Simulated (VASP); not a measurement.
Here is a VASP 6.6.1 calculation.

INCAR

```
SYSTEM = CdS
PREC     = Accurate       ! precision mode
ENCUT    = 520            ! plane-wave cutoff, eV
EDIFF    = 1E-6           ! SCF threshold, eV
ISMEAR   = 0              ! smearing method
SIGMA    = 0.017          ! smearing width, eV
LREAL    = .False.        ! projectors in reciprocal space
LASPH    = .True.         ! aspherical terms in the spheres
NELM     = 100            ! most SCF steps
ALGO     = Fast           ! electronic algorithm
ISIF     = 2              ! what is computed and relaxed
LWAVE    = .False.        ! write WAVECAR
LCHARG   = .False.        ! write CHGCAR
GGA      = PE             ! functional
```

The input KPOINTS:

```
Automatic mesh
0
Gamma
  7 7 4
  0 0 0
```

File POSCAR:

```
CdS
1.0
    4.1500000000      0.0000000000      0.0000000000
   -2.0750000000      3.5940054257      0.0000000000
    0.0000000000      0.0000000000      6.7370000000
Cd S
2 2
Direct
    0.6666666667      0.3333333333      0.5000000000
    0.3333333333      0.6666666667      0.0000000000
    0.6666666667      0.3333333333      0.8750000000
    0.3333333333      0.6666666667      0.3750000000
```

Potentials or basis: VASP PAW PBE potentials, release 64 (Cd, S).

Run with:

```bash
$ cat potpaw_PBE.64/Cd/POTCAR potpaw_PBE.64/S/POTCAR > POTCAR
$ mpirun -np 1 vasp_std > vasp.out
```

(1) What does it give for the pressure?

(2) What does it give for the largest force?

## Answers

(1) 2.4 GPa.

(2) 0.069 eV/Å.

**What was measured.**

From “Isotope dependence of band-gap energy”, 2008, arxiv:0807.2152, for a bulk crystal of CdS: band gap 2.5809 ± 0.0002 eV.

A measured gap of CdS is 2.5809 eV (quoted in “Isotope dependence of band-gap energy”, 2008, arxiv:0807.2152); the calculated 1.20 eV misses it by -1.38 eV. So large a miss can be the level of theory's own, or it may mean another phase, state or a wrong row. Spin-orbit coupling on Cd is left out. The value is that of PBE, without temperature or zero-point motion. Semilocal functionals fall short of measured gaps as a rule.
